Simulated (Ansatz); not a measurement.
# CoPtO2 (R-3m) in Ansatz: further runs

Aim: see how the results for CoPtO2 move with the level of theory and the settings. Levels: RPBE, revPBE. Tasks: band structure.

Everything below comes from runs of Ansatz 0.2.0. Logs are shortened: lines on timing, memory, paths and dates and some standing lists are left out, and cuts for length are marked.

## 1. The crystal as given

It takes space group R-3m (No. 166, trigonal). The conventional cell has a = 2.825 Å, b = 2.825 Å, c = 17.818 Å, α = 90.00°, β = 90.00°, γ = 120.00°. Around Pt (site symmetry -3m) lie 2 O at 2.00 Å. Co (site symmetry -3m) has 6 O at 1.90 Å as nearest neighbours. O (site symmetry 3m) has 3 Co at 1.90 Å and 1 Pt at 2.00 Å as nearest neighbours.

The cell is a database's computed one.

## 2. Band structure, RPBE, collinear spin, ferromagnetic start

input.yaml

```yaml
crystal:
  lattice:
    - [1.4122699173, 0.8153744169, 5.9393891094]
    - [-1.4122699173, 0.8153744169, 5.9393891094]
    - [0.0, -1.6307488338, 5.9393891094]
  atoms:
    - { symbol: Pt, position: [0.0, 0.0, 0.0] }
    - { symbol: Co, position: [0.5, 0.5, 0.5], spin: 2.0 }
    - { symbol: O, position: [0.11224403, 0.11224403, 0.11224403] }
    - { symbol: O, position: [0.88775597, 0.88775597, 0.88775597] }
hamiltonian:
  xc: rpbe
  pseudopotentials: { kind: paw }
magnetization:
  spin_polarized: true
kpoints:
  mp_grid: { grid: [11, 11, 11] }
  band_path:
    path:
      - [[0.0, 0.0, 0.0], [0.5, 0.0, 0.0], [0.5, 0.179230997, -0.179230997]]
      - [[0.820769003, 0.5, 0.179230997], [0.5, 0.5, 0.5], [0.0, 0.0, 0.0], [0.3396154985, 0.0, -0.3396154985]]
      - [[0.6603845015, 0.3396154985, 0.0], [0.5, 0.5, 0.0], [0.6603845015, 0.6603845015, 0.179230997], [0.5, 0.5, 0.5]]
      - [[0.5, 0.0, 0.0], [0.820769003, 0.3396154985, 0.3396154985]]
    npoints: 14
scf:
  occupations: { method: fermi_dirac, width: 0.05 }
  n_extra_bands: 10
output:
  forces: true
  stress: true
  eigenvalues: true
  fatbands: true
```

Potentials or basis: Ansatz PAW.

On the command line:

```console
$ ansatz run input.yaml --threads 2 --pin off --max-ram 5632MiB --backend cpu --events-out ev --progress --plain --runs-dir out
```

Output:

```text
Warning: RAYON_NUM_THREADS=2 ignored (pool sized by the plan → 2); use --threads N
basis.fft_grid_basis auto: the FFT boxes are laid along the combinations [[1, 0, -1], [0, 1, -1], [0, 0, 1]] of the cell's own vectors, 2.825, 2.825 and 6.159 Å long. The dense box has 20×20×45 points. Along the cell's own vectors, as sized, it would have 45×45×45, 5.06 times as many. Of the 12 symmetry operations that the crystal satisfies within crystal.symmetry.tolerance (time reversal apart; of a slab, those that keep its plane) the dense box along the cell's own vectors carries 12, and the one as laid loses 8 of those. basis.fft_grid_basis: typed keeps the cell's own vectors: state it where this run's energies or levels are differenced outside the engine with another run's, or held beside a run that keeps those vectors.
scf.n_extra_bands = 10 over 24 filled bands (N_el = 47.0): the run solves 34 bands
Engine: ansatz 0.2.0, x86_64-unknown-linux-gnu
Pseudopotentials: kind: paw
Pseudopotential: Pt, paw, valence charge 18, recommended cutoff 420 eV (normal), Pt.paw.azcp
Pseudopotential: Co, paw, valence charge 17, recommended cutoff 420 eV (normal), Co.paw.azcp
Pseudopotential: O, paw, valence charge 6, recommended cutoff 420 eV (normal), O.paw.azcp
Functional definition: RPBE
  parameter kappa = 0.804
  parameter beta = 0.06672455060314922
  exchange = rpbe_x(kappa = kappa, mu = beta*pi^2/3)
  correlation = pbe_c(beta = beta)
Crystal: 4 atoms, lattice volume = 41.036 Å³
Basis set: ecut = 420 eV, 805 PW (Γ), FFT grids on a1−a3, a2−a3, a3, exchange–correlation on 40×40×90 points (8 copies of the dense FFT grid, shifted against one another)
Bands: 34, of which v1, the nominal top of the filled ones, is band 24 counted from 1 (23 counted from 0)
Symmetry: 12 space group operations
Space group: R-3m (ITA 166), of the structure as read, at distance tolerance 3.4e-5 Å
Magnetic group: BNS 166.97 (UNI 1327), of the structure as read, at distance tolerance 3.4e-5 Å
k-points: 146 of 1331
Non-local potential: Pt, projectors of the file, l = 0: 3, l = 1: 2, l = 2: 2, l = 3: 1
Non-local potential: Co, projectors of the file, l = 0: 3, l = 1: 2, l = 2: 3, l = 3: 1
Non-local potential: O, projectors of the file, l = 0: 2, l = 1: 2, l = 2: 1
PAW form: soft (Blöchl's): semilocal exchange-correlation on the pseudo side does not see the compensation charge
PAW frozen core: Pt, regenerated for the run's functional, and the local potential with it (the file was generated under x = pbe(κ = 0.804, μ = 0.2195149727645171), c = pbe(β = 0.06672455060314922))
PAW frozen core: Co, regenerated for the run's functional, and the local potential with it (the file was generated under x = pbe(κ = 0.804, μ = 0.2195149727645171), c = pbe(β = 0.06672455060314922))
PAW frozen core: O, regenerated for the run's functional, and the local potential with it (the file was generated under x = pbe(κ = 0.804, μ = 0.2195149727645171), c = pbe(β = 0.06672455060314922))
PAW one-centre angular grid: Pt, 590 points (default); XC on 64 Gauss nodes
PAW one-centre angular grid: Co, 590 points (default); XC on 64 Gauss nodes
PAW one-centre angular grid: O, 110 points (default); XC on 64 Gauss nodes
Initial density: superposition of atomic densities (chi_scale 0.1, normalization cell, long waves kept (reshape's long-wave potential 0.28 eV rms))
Starting moments: Σ|m| = 2 μB on 1 of 4 sites
Initial wavefunctions: pseudopotential atomic-orbital guess
Functional: x = rpbe, c = pbe(β = 0.06672455060314922)
SCF iter   1: F=—  HF=-18802.924029 eV  |F-HF|=—  |Δ(HF+E_count)|=         —  Δρ=1.89e-1 (↑1.01e-1 ↓1.89e-1)  dr2=5.34e0  dr2_m=6.70e0  M=0.013 μB ∫|m|=0.236 μB  β_m=0.30  ethr=3.10e-3  ⟨swp⟩=5.3  Hψ=38916  notcnv=0  defer=3
Mixer restart at iter 1: flushing history
preconditioner: auto → Kerker (q_TF=auto, 2.791 Å⁻¹)  [metal: Δε(μ)=0.077 eV  Ē_g=15.152 eV  σ=0.050 eV  W_gap=0.34  n_scr=16 (ndim 8)  ℏωp=32.3 eV  f_vac=0.000  D(μ)=0.53/eV (n_scr^D=2)]
spin=Collinear: Kerker preconditioning applied to the charge; magnetization (m = ρ↑ − ρ↓) channel mixes plain (no charge-response kernel on spin).
SCF iter   2: F=—  HF=-18803.924514 eV  |F-HF|=—  |Δ(HF+E_count)|=    1.00e0  Δρ=1.19e-1 (↑9.13e-2 ↓1.19e-1)  dr2=1.59e0  dr2_m=3.54e0  M=0.001 μB ∫|m|=0.173 μB  β_m=0.60  ethr=3.10e-3  ⟨swp⟩=2.1  Hψ=16705  notcnv=0  defer=1072
preconditioner: auto → none  [insulator: Δε(μ)=0.251 eV  Ē_g=15.283 eV  σ=0.050 eV  W_gap=0.84  n_scr=16 (ndim 8)  ℏωp=32.3 eV  f_vac=0.000  D(μ)=0.21/eV (n_scr^D=0)  ε∞_Penn≈5.5]
SCF iter   3: F=—  HF=-18805.088599 eV  |F-HF|=—  |Δ(HF+E_count)|=    1.16e0  Δρ=8.79e-2 (↑7.93e-2 ↓8.79e-2)  dr2=1.17e1  dr2_m=9.30e-3  M=0.115 μB ∫|m|=0.175 μB  β_m=0.43  ethr=3.10e-3  ⟨swp⟩=2.1  Hψ=17634  notcnv=0  defer=1061
SCF iter   4: F=—  HF=-18804.556841 eV  |F-HF|=—  |Δ(HF+E_count)|=   5.32e-1  Δρ=3.01e-2 (↑3.01e-2 ↓2.36e-2)  dr2=1.69e0  dr2_m=7.91e-3  M=0.000 μB ∫|m|=0.037 μB  β_m=0.34  ethr=3.10e-3  ⟨swp⟩=3.0  Hψ=21581  notcnv=0  defer=972
SCF iter   5: F=—  HF=-18804.379328 eV  |F-HF|=—  |Δ(HF+E_count)|=   1.78e-1  Δρ=1.77e-2 (↑1.77e-2 ↓1.16e-2)  dr2=2.47e-1  dr2_m=4.21e-3  M=-0.001 μB ∫|m|=0.031 μB  β_m=0.40  ethr=3.10e-3  ⟨swp⟩=2.0  Hψ=13886  notcnv=0  defer=1313
SCF iter   6: F=—  HF=-18804.390252 eV  |F-HF|=—  |Δ(HF+E_count)|=   1.09e-2  Δρ=8.61e-3 (↑8.61e-3 ↓5.96e-3)  dr2=7.57e-2  dr2_m=8.62e-4  M=-0.000 μB ∫|m|=0.020 μB  β_m=0.70  ethr=5.25e-4  ⟨swp⟩=2.0  Hψ=13853  notcnv=0  defer=1306
SCF iter   7: F=—  HF=-18804.407327 eV  |F-HF|=—  |Δ(HF+E_count)|=   1.71e-2  Δρ=3.10e-3 (↑3.10e-3 ↓2.09e-3)  dr2=1.21e-2  dr2_m=1.14e-4  M=-0.000 μB ∫|m|=0.007 μB  β_m=0.78  ethr=1.61e-4  ⟨swp⟩=2.1  Hψ=13855  notcnv=0  defer=1231
SCF iter   8: F=—  HF=-18804.406812 eV  |F-HF|=—  |Δ(HF+E_count)|=   5.16e-4  Δρ=7.11e-4 (↑7.11e-4 ↓3.91e-4)  dr2=6.14e-4  dr2_m=4.87e-5  M=0.000 μB ∫|m|=0.003 μB  β_m=0.66  ethr=2.58e-5  ⟨swp⟩=2.2  Hψ=12521  notcnv=0  defer=1115
SCF iter   9: F=—  HF=-18804.406739 eV  |F-HF|=—  |Δ(HF+E_count)|=   7.21e-5  Δρ=3.13e-4 (↑3.13e-4 ↓1.60e-4)  dr2=9.49e-5  dr2_m=1.17e-5  M=0.000 μB ∫|m|=0.002 μB  β_m=0.83  ethr=1.31e-6  ⟨swp⟩=1.1  Hψ=9983  notcnv=0  defer=1113
SCF iter  10: F=—  HF=-18804.406857 eV  |F-HF|=—  |Δ(HF+E_count)|=   1.18e-4  Δρ=1.04e-4 (↑1.04e-4 ↓1.00e-4)  dr2=1.50e-5  dr2_m=4.20e-7  M=-0.000 μB ∫|m|=0.000 μB  β_m=0.71  ethr=2.02e-7  ⟨swp⟩=2.7  Hψ=15036  notcnv=0  defer=1113
SCF iter  11: F=—  HF=-18804.406855 eV  |F-HF|=—  |Δ(HF+E_count)|=   2.85e-6  Δρ=3.41e-5 (↑3.41e-5 ↓2.05e-5)  dr2=7.09e-7  dr2_m=1.25e-7  M=-0.000 μB ∫|m|=0.000 μB  β_m=0.80  ethr=3.20e-8  ⟨swp⟩=2.6  Hψ=14985  notcnv=0  defer=1113
SCF iter  12: F=—  HF=-18804.406855 eV  |F-HF|=—  |Δ(HF+E_count)|=   3.27e-7  Δρ=5.59e-6 (↑5.34e-6 ↓5.59e-6)  dr2=7.68e-9  dr2_m=7.84e-9  M=-0.000 μB ∫|m|=0.000 μB  β_m=0.82  ethr=1.51e-9  ⟨swp⟩=2.5  Hψ=14183  notcnv=0  defer=1113
SCF iter  13: F=—  HF=-18804.406855 eV  |F-HF|=—  |Δ(HF+E_count)|=   5.29e-9  Δρ=2.27e-6 (↑2.27e-6 ↓1.69e-6)  dr2=3.75e-9  dr2_m=4.72e-10  M=-0.000 μB ∫|m|=0.000 μB  β_m=0.75  ethr=1.63e-11  ⟨swp⟩=2.0  Hψ=16318  notcnv=0  defer=1113
SCF iter  14: F=—  HF=-18804.406855 eV  |F-HF|=—  |Δ(HF+E_count)|=  6.66e-10  Δρ=1.39e-6 (↑1.22e-6 ↓1.39e-6)  dr2=1.95e-9  dr2_m=5.79e-11  M=-0.000 μB ∫|m|=0.000 μB  β_m=0.66  ethr=7.98e-12  ⟨swp⟩=2.0  Hψ=16434  notcnv=0  defer=1113
SCF iter  15: F=-18804.406855 eV  HF=-18804.406855 eV  |F-HF|=1.10e-9  |Δ(HF+E_count)|=  1.42e-10  Δρ=9.32e-7 (↑9.32e-7 ↓8.60e-7)  dr2=1.17e-9  dr2_m=1.24e-11  M=-0.000 μB ∫|m|=0.000 μB  ethr=4.15e-12  ⟨swp⟩=6.7  Hψ=38494  notcnv=0
SCF 1 converged in 15 iterations: F = -18804.406855 eV  dr2 = 1.17e-9
WARN: the starting moments were not kept: the SCF closed with an absolute magnetisation of 3.5e-6 μB, where they sum to 2 μB in size (1 site). That is at most 0.1 of that sum. Measured as dr2_m measures the in/out step, that magnetisation stands 5.1e-12 eV from none, at or under the dr2_threshold of 1.0e-7 eV: it is no larger than a step whose dr2_m would equal this threshold. The system may hold no moment; this SCF shows only that its start led to no more than that. To try another start: raise the starting moments (crystal.atoms[].spin, magnetization.per_species, magnetization.initial_magnetization, or on a non-collinear deck that types none of these the spinor_matrix: blocks that start its atoms; where the total moment is fixed, keep their sum and leave initial_magnetization as it is; typed ones take the place of any that the run laid by itself, positive ones on a crystal's lanthanoids without a Hubbard term where scf.initial_density.shell_occupations: [] is typed) or, if the notice of its spin-set hold's release reads "site moments contracting" or "site moments show no strong build", lengthen the hold (scf.mixing.spin_hold: { on: { confirm: 4 } }; for m-r²SCAN on two components see the key's manual first). Each may lead to a state that holds a moment. A second SCF, from the converged charge density, with the starting moments and any scf.initial_density.shell_occupations laid on it anew, would have followed, and was not run: the deck does not ask for one (magnetization.retry_lost_moments is false, the default). To let it run, set magnetization.retry_lost_moments: true and run the deck again, where that key's refused combinations let it; where memory then withholds it, that run's warning says so.
NSCF: frozen V_eff on 130 k-points
SCF converged after 15 iterations
Magnetization: -0.0000 μB (23.5000 up, 23.5000 down)
Absolute magnetization: 0.0000 μB (∫|ρ↑−ρ↓|, with the PAW one-centre terms)
Spin contamination: 0.0000 ħ² per cell (⟨S²⟩ above its minimum at these occupations)
Per-site moments (μB) at R_I (Å): [(8.539636978992343e-8, 0.8249929496042441), (-1.9807293442439167e-7, 0.7826291999317879), (-4.6801213528882864e-7, 0.782629199931788), (-4.680121352234359e-7, 0.7826291999317879)]
Free energy (F): -18804.406855 eV
Harris-Foulkes:  -18804.406855 eV  (|F-HF|=1.10e-9)
Internal energy: -18804.403653 eV  (E = F + TS)
E sigma→0 (E₀):  -18804.405254 eV
Entropy (-TS):   -0.003202 eV (-0.801 meV/atom)
Fermi energy:    16.770363 eV
--- Per-component energies (eV) ---
  E_band       = -468.452259
  E_kinetic    = 1439.856978
  E_local      = -5687.095914  (includes V_loc(G=0)·N_el)
  E_nonlocal   = 749.302008
  E_hartree    = 2282.945171
  E_xc         = -567.824206
  E_vxc        = -694.564132  (∫ρ·V_xc dr)
  E_paw        = -11304.716014  (= ΣΔE_a)
  E_vpaw       = -841.844901  (= ΣTr[D̂ρ^β])
  E_aug_tail   = 0.004981  (compensation charges beyond the density's cutoff)
  E_ewald      = -5716.751213
  E_core_change = -0.125444  (= ΣΔE_core)
  E_smearing   = -0.003202  (= −TS)
  E_closure    = 0.000000  (closes the sum)
  Σ components = -18804.406855   (vs F -18804.406855, Δ=0.00e0)
--- Forces (eV/Å), atoms counted from 1 ---
  atom   1  Pt    -0.00000000     0.00000000     0.00000000
  atom   2  Co     0.00000000     0.00000000     0.00000000
  atom   3  O      0.00000000    -0.00000000    -0.17594059
  atom   4  O      0.00000000     0.00000000     0.17594059
  max |Σ_I F_I| component: 1.85e-17 eV/Å
--- Stress (GPa, compression-positive) ---
       11.868057       0.000000      -0.000000
        0.000000      11.868057       0.000000
        0.000000       0.000000      11.525129
  P = ⅓ Tr σ = 11.7537 GPa (117.537 kbar)
--- Band table (eV; the first three rows and the last of 292) ---
  k-point 0 ↑: bands = ["-81.9197", "-79.1622", "-42.3704", "-42.3704", "-42.3423", "-36.5748", "-35.8226", "-35.8226", "-5.0422", "-3.1273", "7.0224", "9.6882", "10.1425", "10.1425", "12.1103", "13.3460", "13.3460", "13.5633", "13.5633", "14.7492", "14.7492", "15.1098", "15.1098", "15.1606", "18.5916", "18.5916", "19.4994", "22.3066", "25.7607", "28.3803", "32.3867", "34.1119", "34.1119", "35.1309"]
  k-point 1 ↑: bands = ["-81.9184", "-79.1616", "-42.3765", "-42.3718", "-42.3413", "-36.5721", "-35.8458", "-35.8284", "-4.9463", "-3.1199", "7.1450", "9.8688", "9.9258", "10.1886", "12.3345", "12.8394", "13.0678", "13.4591", "13.7832", "14.6638", "14.8027", "15.0540", "15.2160", "15.2603", "18.4049", "18.5159", "19.6334", "22.8020", "25.9921", "28.7883", "32.5631", "33.1484", "34.4099", "34.6798"]
  k-point 2 ↑: bands = ["-81.9149", "-79.1600", "-42.3930", "-42.3757", "-42.3387", "-36.5647", "-35.9077", "-35.8438", "-4.6776", "-3.1037", "7.4722", "9.3833", "10.3129", "10.4519", "11.8772", "12.5621", "12.5872", "13.2789", "14.2380", "14.3528", "14.8085", "15.0628", "15.4000", "15.6014", "18.0260", "18.3323", "19.8984", "23.9748", "26.6267", "29.8191", "31.5444", "31.9502", "33.7328", "35.1255"]
  k-point 145 ↓: bands = ["-81.9184", "-79.1616", "-42.3765", "-42.3718", "-42.3413", "-36.5722", "-35.8458", "-35.8284", "-4.7070", "-3.4888", "8.7313", "9.2123", "10.1054", "10.3315", "10.7300", "12.1759", "12.5064", "13.4376", "13.7722", "14.8180", "14.8912", "15.6387", "15.9707", "15.9753", "17.9626", "18.1241", "20.7603", "21.8042", "25.9596", "28.4988", "32.4409", "34.4683", "34.6962", "34.9706"]
```

Wall time 12 s (2 threads of Intel Xeon 6975P-C (Granite Rapids), shared host); peak memory 0.61 GiB.

What came out:

| Item | Value |
| --- | --- |
| Free energy | -18804.4069 eV |
| Pressure | 11.8 GPa |
| Largest force | 0.176 eV/Å |
| Band gap on the k mesh | none (metal or under the smearing width) |
| Net moment | 0.00 μB per cell |
| Absolute moment | 0.00 μB per cell |

Forces on the atoms (eV/Å):
```
Pt   0.000  0.000  0.000
Co   0.000  0.000  0.000
O    0.000  0.000 -0.176
O    0.000  0.000  0.176
```

Levels at the corners of the path, in eV from the Fermi level:
Spin up:
```tsv
point	band 19	band 20	band 21	band 22	band 23	band 24	band 25	band 26	band 27	band 28
Γ	-3.21	-2.02	-2.02	-1.66	-1.66	-1.61	1.82	1.82	2.73	5.54
L	-1.99	-1.50	-1.34	-1.10	-0.01	1.01	1.29	1.29	2.46	7.10
B1	-2.95	-2.42	-1.63	-1.39	-1.06	0.44	1.04	1.59	7.04	8.04
B	-2.95	-2.42	-1.63	-1.39	-1.06	0.44	1.04	1.59	7.04	8.04
Z	-3.20	-1.95	-1.95	-0.97	-0.81	-0.81	1.40	1.40	3.95	4.51
Γ	-3.21	-2.02	-2.02	-1.66	-1.66	-1.61	1.82	1.82	2.73	5.54
X	-2.93	-2.43	-1.64	-1.40	-1.04	0.42	1.06	1.56	7.49	7.64
Q	-2.93	-2.43	-1.64	-1.40	-1.04	0.42	1.06	1.56	7.49	7.64
F	-2.08	-1.94	-1.33	-1.12	-0.01	0.14	1.71	2.20	2.46	7.76
P1	-1.94	-1.91	-1.33	-1.13	-0.02	0.27	1.60	1.92	2.54	7.67
Z	-3.20	-1.95	-1.95	-0.97	-0.81	-0.81	1.40	1.40	3.95	4.51
L	-1.99	-1.50	-1.34	-1.10	-0.01	1.01	1.29	1.29	2.46	7.10
P	-1.94	-1.91	-1.33	-1.13	-0.02	0.27	1.60	1.92	2.54	7.67
```
Spin down:
```
point  band 21  band 22  band 23  band 24  band 25  band 26
    Γ    -2.02    -1.66    -1.66    -1.61     1.82     1.82
    L    -1.34    -1.10    -0.01     1.01     1.29     1.29
   B1    -1.63    -1.39    -1.06     0.44     1.04     1.59
    B    -1.63    -1.39    -1.06     0.44     1.04     1.59
    Z    -1.95    -0.97    -0.81    -0.81     1.40     1.40
    Γ    -2.02    -1.66    -1.66    -1.61     1.82     1.82
    X    -1.64    -1.40    -1.04     0.42     1.06     1.56
    Q    -1.64    -1.40    -1.04     0.42     1.06     1.56
    F    -1.33    -1.12    -0.01     0.14     1.71     2.20
   P1    -1.33    -1.13    -0.02     0.27     1.60     1.92
    Z    -1.95    -0.97    -0.81    -0.81     1.40     1.40
    L    -1.34    -1.10    -0.01     1.01     1.29     1.29
    P    -1.33    -1.13    -0.02     0.27     1.60     1.92
```

Caveat: the starting moments collapsed, and a magnetic state may lie lower; the pressure holds a Pulay correction of +0.6 GPa for the finite cutoff; spin-orbit coupling is left out, which moves the levels of the heavy elements; semilocal functionals often make such compounds metallic where correlation or magnetic order opens a gap, which also shifts bond lengths; the PAW data sets come from PBE, with cores solved anew for the run's functional, which leaves a small shift of forces and pressure; the starting moments weren't kept.

## 3. Band structure, revPBE, collinear spin, ferromagnetic start

input.yaml, as its differences from that of step 2:

```diff
@@ -11,3 +11,3 @@
 hamiltonian:
-  xc: rpbe
+  xc: revpbe
   pseudopotentials: { kind: paw }
@@ -32 +32,5 @@
   fatbands: true
+  write_density: true
+  write_potential: true
+  elf: true
+  volumetric_format: npy
```

Potentials or basis: Ansatz PAW.

On the command line:

```console
$ ansatz run input.yaml --threads 2 --pin off --max-ram 5632MiB --backend cpu --events-out ev --progress --plain --runs-dir out
```

It took 14 s on 2 threads of Intel Xeon 6975P-C (Granite Rapids), shared host; peak memory 0.61 GiB.

It converged, with:

- Free energy: -18798.1105 eV
- Pressure: 10.1 GPa
- Largest force: 0.154 eV/Å
- Band gap on the k mesh: none (metal or under the smearing width)
- Net moment: 0.00 μB per cell
- Absolute moment: 0.00 μB per cell

Forces on the atoms (eV/Å):
```
Pt   0.000  0.000  0.000
Co   0.000  0.000  0.000
O    0.000  0.000 -0.154
O    0.000  0.000  0.154
```

Stress tensor (GPa, compression positive):
```
10.33  0.00  0.00
 0.00 10.33  0.00
 0.00  0.00  9.75
```

Levels at the corners of the path, in eV from the Fermi level:
Spin up:
| point | band 20 | band 21 | band 22 | band 23 | band 24 | band 25 | band 26 | band 27 |
| --- | --- | --- | --- | --- | --- | --- | --- | --- |
| Γ | -2.02 | -2.02 | -1.66 | -1.66 | -1.60 | 1.82 | 1.82 | 2.72 |
| L | -1.50 | -1.33 | -1.09 | 0.00 | 1.01 | 1.28 | 1.29 | 2.45 |
| B1 | -2.42 | -1.63 | -1.39 | -1.05 | 0.44 | 1.04 | 1.58 | 7.03 |
| B | -2.42 | -1.63 | -1.39 | -1.05 | 0.44 | 1.04 | 1.58 | 7.03 |
| Z | -1.94 | -1.94 | -0.96 | -0.81 | -0.81 | 1.39 | 1.39 | 3.95 |
| Γ | -2.02 | -2.02 | -1.66 | -1.66 | -1.60 | 1.82 | 1.82 | 2.72 |
| X | -2.43 | -1.63 | -1.39 | -1.03 | 0.42 | 1.06 | 1.55 | 7.48 |
| Q | -2.43 | -1.63 | -1.39 | -1.03 | 0.42 | 1.06 | 1.55 | 7.48 |
| F | -1.94 | -1.32 | -1.12 | 0.00 | 0.14 | 1.70 | 2.20 | 2.45 |
| P1 | -1.91 | -1.33 | -1.12 | -0.02 | 0.27 | 1.60 | 1.91 | 2.53 |
| Z | -1.94 | -1.94 | -0.96 | -0.81 | -0.81 | 1.39 | 1.39 | 3.95 |
| L | -1.50 | -1.33 | -1.09 | 0.00 | 1.01 | 1.28 | 1.29 | 2.45 |
| P | -1.91 | -1.33 | -1.12 | -0.02 | 0.27 | 1.60 | 1.91 | 2.53 |
Spin down:
```csv
point,band 21,band 22,band 23,band 24,band 25,band 26
Γ,-2.02,-1.66,-1.66,-1.60,1.82,1.82
L,-1.33,-1.09,0.00,1.01,1.28,1.29
B1,-1.63,-1.39,-1.05,0.44,1.04,1.58
B,-1.63,-1.39,-1.05,0.44,1.04,1.58
Z,-1.94,-0.96,-0.81,-0.81,1.39,1.39
Γ,-2.02,-1.66,-1.66,-1.60,1.82,1.82
X,-1.63,-1.39,-1.03,0.42,1.06,1.55
Q,-1.63,-1.39,-1.03,0.42,1.06,1.55
F,-1.32,-1.12,0.00,0.14,1.70,2.20
P1,-1.33,-1.12,-0.02,0.27,1.60,1.91
Z,-1.94,-0.96,-0.81,-0.81,1.39,1.39
L,-1.33,-1.09,0.00,1.01,1.28,1.29
P,-1.33,-1.12,-0.02,0.27,1.60,1.91
```

Caveat: the starting moments collapsed, and a magnetic state may lie lower; the pressure holds a Pulay correction of +0.6 GPa for the finite cutoff; spin-orbit coupling is left out, which moves the levels of the heavy elements; semilocal functionals often make such compounds metallic where correlation or magnetic order opens a gap, which also shifts bond lengths; the PAW data sets come from PBE, with cores solved anew for the run's functional, which leaves a small shift of forces and pressure; the starting moments weren't kept. With open d or f shells a metallic result of revPBE can be an artefact of self-interaction; +U or a hybrid may open a gap.
